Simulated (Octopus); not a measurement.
# Pb (Fm-3m) in Octopus: reference runs

Aim: a first look at Pb with PBEsol, on the cell as given and on a disturbed one.

Program: Octopus 16.4. These are calculated values, not measurements. Logs are shortened: lines on timing, memory, paths and dates and some standing lists are left out, and cuts for length are marked.

### 1 The crystal as given

Symmetry: Fm-3m, No. 225, cubic system. Conventional cell: a = 4.950 Å, b = 4.950 Å, c = 4.950 Å, α = 90.00°, β = 90.00°, γ = 90.00°. Around Pb (site symmetry m-3m) lie 12 Pb at 3.50 Å.

### 2 Single point, PBEsol

The input, inp:

```
CalculationMode = gs
UnitsOutput = eV_Angstrom
PeriodicDimensions = 3
ExperimentalFeatures = yes
PseudopotentialSet = pseudodojo_pbesol
%LatticeParameters
 1*angstrom | 1*angstrom | 1*angstrom
%
%LatticeVectors
 0 | 2.47502 | 2.47502
 2.47502 | 0 | 2.47502
 2.47502 | 2.47502 | 0
%
%ReducedCoordinates
 "Pb" | 0 | 0 | 0
%
%Spacing
 0.15218291*angstrom | 0.15218291*angstrom | 0.15218291*angstrom
%
DerivativesOrder = 8
%KPointsGrid
 9 | 9 | 9
%
KPointsUseSymmetries = yes
XCFunctional = gga_x_pbe_sol + gga_c_pbe_sol
SmearingFunction = fermi_dirac
Smearing = 0.05*eV
ExtraStates = 5
Eigensolver = chebyshev_filter
ConvRelDens = 3e-7
MaximumIter = 120
```

Potentials or basis: pseudodojo_pbesol (PseudoDojo 0.4, PBEsol).

The run is started by

```console
$ OMP_NUM_THREADS=1 octopus > out.log
```

out.log:

```text
Running octopus

[... 13 lines left out ...]

Input: [AllElectronType = no]
Input: [PseudopotentialSet = pseudodojo_pbesol]
Reading Coordinates from ReducedCoordinates block

****************************** Species *******************************
  Species 'Pb'
    type             : pseudopotential
    file             : 'Pb.upf'
    file format      : UPF2
    valence charge   : 14.0
    atomic number    :  82
    form on file     : kleinman-bylander
    lmax             : 2
    llocal           : -1
    projectors per l : 2
    total projectors : 6
    application form : kleinman-bylander
    orbitals         :  9
    bound orbitals   :  9

**********************************************************************

***************************** Symmetries *****************************
Space group No.  225
International: Fm-3m
Schoenflies: Oh^5
Info: The system has    48 symmorphic symmetries that can be used.
  Index                Rotation matrix                      Fractional translations
    1 :     1   0   0     0   1   0     0   0   1      0.000000    0.000000    0.000000
    2 :    -1   0   0     0  -1   0     0   0  -1      0.000000    0.000000    0.000000
    3 :     1   0  -1     1   0   0     1  -1   0      0.000000    0.000000    0.000000
    4 :    -1   0   1    -1   0   0    -1   1   0      0.000000    0.000000    0.000000
    5 :     0   1  -1     1   0  -1     0   0  -1      0.000000    0.000000    0.000000
    6 :     0  -1   1    -1   0   1     0   0   1      0.000000    0.000000    0.000000
[... 40 lines left out ...]
   47 :     0   1  -1    -1   1   0     0   1   0      0.000000    0.000000    0.000000
   48 :     0  -1   1     1  -1   0     0  -1   0      0.000000    0.000000    0.000000
Info: The system also has     0 nonsymmorphic symmetries (not used for electrons).
**********************************************************************

Input: [CurvMethod = curv_affine]
Input: [DerivativesStencil = stencil_stargeneral]

****************************** Lattice *******************************
  Lattice Vectors [A]
[... 206 lines left out ...]
      1      33      -10.106316    2.000000   ( 2.0E-03)
      1      30      -10.087239    2.000000   ( 1.0E-03)
      1      21      -10.075443    2.000000   ( 4.7E-04)
      1      14      -10.073885    2.000000   ( 9.2E-04)
[... 23 lines left out ...]
     12      30       23.831758    0.000000   ( 8.1E-02)
     12      25       24.003534    0.000000   ( 1.4E-01)
     12      10       24.290196    0.000000   ( 8.0E-02)
     12      33       25.453355    0.000000   ( 1.1E-01)
     12      29       25.584985    0.000000   ( 1.3E-01)
     12      35       26.579641    0.000000   ( 9.6E-02)
     12      26       27.205114    0.000000   ( 1.1E-01)
     12      34       27.406044    0.000000   ( 1.2E-01)

Density of states:

-%--------------------------------------------------------------------
%%--------------------------------------------------------------------
%%--------------------------------------------------------------------
%%--------------------------------------------------------------------
%%--------------------------------------------------------------------
%%--------------------------------------------------------------------
%%--------------------------------------------------------------------
%%--------------------------------------------------------------------
%%--------------------------------------------------------------------
%%--------------%%%-------%%%-%-%-%%%-%-%-%-%-%%%%--%%%%%%-%%---------
                               ^

Fermi energy =     6.596537 eV

**********************************************************************

*********************** SCF CYCLE ITER #    2 ************************
 etot  = -1.90883187E+03 abs_ev   =  1.89E+00 rel_ev   =  2.01E-02
 ediff =        1.09E-01 abs_dens =  3.55E-02 rel_dens =  2.53E-03
Matrix vector products: 875
Converged eigenvectors: 0
[... 115 lines left out ...]
*********************** SCF CYCLE ITER #   12 ************************
 etot  = -1.91214955E+03 abs_ev   =  7.54E-05 rel_ev   =  7.82E-07
 ediff =        3.89E-06 abs_dens =  6.58E-07 rel_dens =  4.70E-08
Matrix vector products: 875
Converged eigenvectors: 4

#  State  KPoint  Eigenvalue [eV]  Occupation    Error
      1      34      -10.511797    2.000000   ( 2.8E-08)
      1      35      -10.493313    2.000000   ( 3.1E-08)
      1      26      -10.475893    2.000000   ( 2.7E-08)
      1      29      -10.475609    2.000000   ( 3.1E-08)
      1      33      -10.462031    2.000000   ( 4.2E-08)
      1      30      -10.444383    2.000000   ( 3.2E-08)
      1      21      -10.432244    2.000000   ( 1.0E-07)
      1      14      -10.431041    2.000000   ( 6.5E-08)
[... 23 lines left out ...]
     12      14       22.461768    0.000000   ( 5.2E-02)
     12      33       22.887551    0.000000   ( 3.0E-02)
     12      30       23.182528    0.000000   ( 2.9E-02)
     12      10       23.629549    0.000000   ( 3.2E-02)
     12      29       24.251998    0.000000   ( 5.5E-02)
     12      26       25.235240    0.000000   ( 5.1E-02)
     12      35       25.333129    0.000000   ( 4.3E-02)
     12      34       25.871211    0.000000   ( 2.1E-02)

Density of states:

-%--------------------------------------------------------------------
%%--------------------------------------------------------------------
%%--------------------------------------------------------------------
%%--------------------------------------------------------------------
%%--------------------------------------------------------------------
%%--------------------------------------------------------------------
%%--------------------------------------------------------------------
%%--------------------------------------------------------------------
%%--------------------------------------------------------------------
%%---------------%%%--------%%-%%-%%%%%%%-%-%-%-%%%--%%%%-%-%---------
                                ^

Fermi energy =     6.514543 eV

**********************************************************************

Info: SCF converged in   12 iterations

** Warning:
**   Some of the states are not fully converged!

Info: Number of matrix-vector products:      10500
Info: Finished writing information to 'restart/gs'.

Octopus emitted 16 warnings.
```

static/info:

```text
**

********************** Brillouin zone sampling ***********************
Dimensions of the k-point grid      =  9  9  9
Total number of k-points            = 729
Number of symmetry-reduced k-points = 35

[... 537 lines left out ...]
      abs_energy =  1.05869874E-04 ( 0.00000000E+00) [eV]
      rel_energy =  5.53669455E-08 ( 0.00000000E+00)
      abs_dens =  6.57855711E-07 ( 0.00000000E+00)
      rel_dens =  4.69896937E-08 ( 3.00000000E-07)
      abs_evsum =  7.53909496E-05 ( 0.00000000E+00) [eV]
      rel_evsum =  7.82003319E-07 ( 0.00000000E+00)

Forces on the ions [eV/A]
 Ion                        x              y              z
   1        Pb   0.00000000E+00   0.00000000E+00   0.00000000E+00
 ----------------------------------------------------------
 Max abs force   0.00000000E+00   0.00000000E+00   0.00000000E+00
   Total force   0.00000000E+00   0.00000000E+00   0.00000000E+00
```

It took 3.2 min on 1 thread of AMD EPYC, shared host; peak memory 0.42 GiB.

Results:

```yaml
Free_energy: -1912.1527 eV
Band_gap_on_the_k_mesh: none (metal or under the smearing width)
```

Levels at points of the mesh, in eV from the Fermi level:
| k point | band 3 | band 4 | band 5 | band 6 | band 7 | band 8 | band 9 | band 10 | band 11 | band 12 |
| --- | --- | --- | --- | --- | --- | --- | --- | --- | --- | --- |
| (0.00, 0.00, 0.00) | -16.87 | -16.73 | -16.73 | -11.62 | 7.57 | 7.57 | 7.57 | 10.23 | 11.44 | 12.63 |

### 3 Single point, PBEsol (cell strained at random at fixed volume)

Edit inp of step 2 so:

```diff
@@ -9,11 +9,11 @@
 %LatticeVectors
- 0 | 2.47502 | 2.47502
- 2.47502 | 0 | 2.47502
- 2.47502 | 2.47502 | 0
+ -0.006963 | 2.469684 | 2.448429
+ 2.447587 | -0.026983 | 2.468449
+ 2.453824 | 2.495941 | -0.03322
 %
 %ReducedCoordinates
- "Pb" | 0 | 0 | 0
+ "Pb" | -0.012365 | 0.007087 | 0.01656
 %
 %Spacing
- 0.15218291*angstrom | 0.15218291*angstrom | 0.15218291*angstrom
+ 0.15120307*angstrom | 0.15114341*angstrom | 0.15218681*angstrom
 %
```

Potentials or basis: pseudodojo_pbesol (PseudoDojo 0.4, PBEsol).

The run is started by

```console
$ OMP_NUM_THREADS=1 octopus > out.log
```

out.log:

```text
Running octopus

[... 13 lines left out ...]

Input: [AllElectronType = no]
Input: [PseudopotentialSet = pseudodojo_pbesol]
Reading Coordinates from ReducedCoordinates block

****************************** Species *******************************
  Species 'Pb'
    type             : pseudopotential
    file             : 'Pb.upf'
    file format      : UPF2
    valence charge   : 14.0
    atomic number    :  82
    form on file     : kleinman-bylander
    lmax             : 2
    llocal           : -1
    projectors per l : 2
    total projectors : 6
    application form : kleinman-bylander
    orbitals         :  9
    bound orbitals   :  9

**********************************************************************

***************************** Symmetries *****************************
Space group No.    2
International: P-1
Schoenflies: Ci^1
Info: The system has     1 symmorphic symmetries that can be used.
  Index                Rotation matrix                      Fractional translations
    1 :     1   0   0     0   1   0     0   0   1      0.000000    0.000000    0.000000
Info: The system also has     1 nonsymmorphic symmetries (not used for electrons).
    1 :    -1   0   0     0  -1   0     0   0  -1     -0.024730    0.014174    0.033120
**********************************************************************

[... 574 lines left out ...]
%%--------------------------------------------------------------------
%%--------------------------------------------------------------------
%%--------------------------------------------------------------------
%%--------------------------------------------------------------------
%%--------------------------------------------------------------------
%%--------------------------------------------------------------------
%%--------------------------------------------------------------------
%%--------------------------------------------------------------------
%%--------------%%-------%%%-%-%%%%%%%%%%%-%%%%%-%%%%%%%%-------------
                              ^

Fermi energy =     6.608768 eV

**********************************************************************

*********************** SCF CYCLE ITER #    2 ************************
 etot  = -1.90883739E+03 abs_ev   =  1.89E+00 rel_ev   =  2.00E-02
 ediff =        1.09E-01 abs_dens =  3.45E-02 rel_dens =  2.46E-03
Matrix vector products: 9125
Converged eigenvectors: 0
[... 115 lines left out ...]
*********************** SCF CYCLE ITER #   12 ************************
 etot  = -1.91215141E+03 abs_ev   =  3.95E-05 rel_ev   =  4.10E-07
 ediff =        2.18E-06 abs_dens =  4.65E-07 rel_dens =  3.32E-08
Matrix vector products: 9125
Converged eigenvectors: 0

#  State  KPoint  Eigenvalue [eV]  Occupation    Error
      1     310      -10.518362    2.000000   ( 4.2E-08)
      1     308      -10.511754    2.000000   ( 4.2E-08)
      1     312      -10.508387    2.000000   ( 4.2E-08)
      1     311      -10.500258    2.000000   ( 4.2E-08)
      1     324      -10.497989    2.000000   ( 4.2E-08)
      1     313      -10.494405    2.000000   ( 4.4E-08)
      1     309      -10.493366    2.000000   ( 4.3E-08)
      1     317      -10.493247    2.000000   ( 4.2E-08)
[... 23 lines left out ...]
     12     164       25.060843    0.000000   ( 2.7E-02)
     12     313       25.116035    0.000000   ( 2.2E-02)
     12     324       25.142604    0.000000   ( 2.1E-02)
     12     311       25.579676    0.000000   ( 2.6E-02)
     12     321       25.684613    0.000000   ( 2.7E-02)
     12     312       25.706946    0.000000   ( 1.6E-02)
     12     308       25.918913    0.000000   ( 2.3E-02)
     12     310       26.184905    0.000000   ( 3.3E-02)

Density of states:

-%--------------------------------------------------------------------
%%--------------------------------------------------------------------
%%--------------------------------------------------------------------
%%--------------------------------------------------------------------
%%--------------------------------------------------------------------
%%--------------------------------------------------------------------
%%--------------------------------------------------------------------
%%--------------------------------------------------------------------
%%--------------------------------------------------------------------
%%---------------%-%--------%%-%--%%%%%%%%%%%-%%%%--%%%%%%-%----------
                                ^

Fermi energy =     6.519590 eV

**********************************************************************

Info: SCF converged in   12 iterations

** Warning:
**   Some of the states are not fully converged!

Info: Number of matrix-vector products:     109500
Info: Finished writing information to 'restart/gs'.

Octopus emitted 3 warnings.
```

static/info:

```text
**

********************** Brillouin zone sampling ***********************
Dimensions of the k-point grid      =  9  9  9
Total number of k-points            = 729
Number of symmetry-reduced k-points = 365

List of k-points:
      ik         k_x         k_y         k_z      Weight
[... 4918 lines left out ...]
   7   --     4.589449       2.000000
   8   --     7.118962       0.000012
   9   --     8.738605       0.000000
  10   --    15.041323       0.000000
  11   --    17.837637       0.000000
  12   --    20.150115       0.000000
#k =     350, k = (  0.444444,  0.444444,  0.333333)
   1   --   -10.381030       2.000000
   2   --   -10.333566       2.000000
   3   --   -10.296310       2.000000
   4   --   -10.134653       2.000000
   5   --   -10.070512       2.000000
   6   --    -1.859118       2.000000
   7   --     3.705839       2.000000
   8   --    10.787408       0.000000
   9   --    11.384406
```

Run time: 32 min. Hardware: 1 thread of AMD EPYC, shared host; peak memory 3.7 GiB.

What came out:

| Quantity | Value |
| --- | --- |
| Free energy | -1912.1546 eV |
| Band gap on the k mesh | none (metal or under the smearing width) |

Spin-orbit coupling is left out, which matters for the levels of Pb.
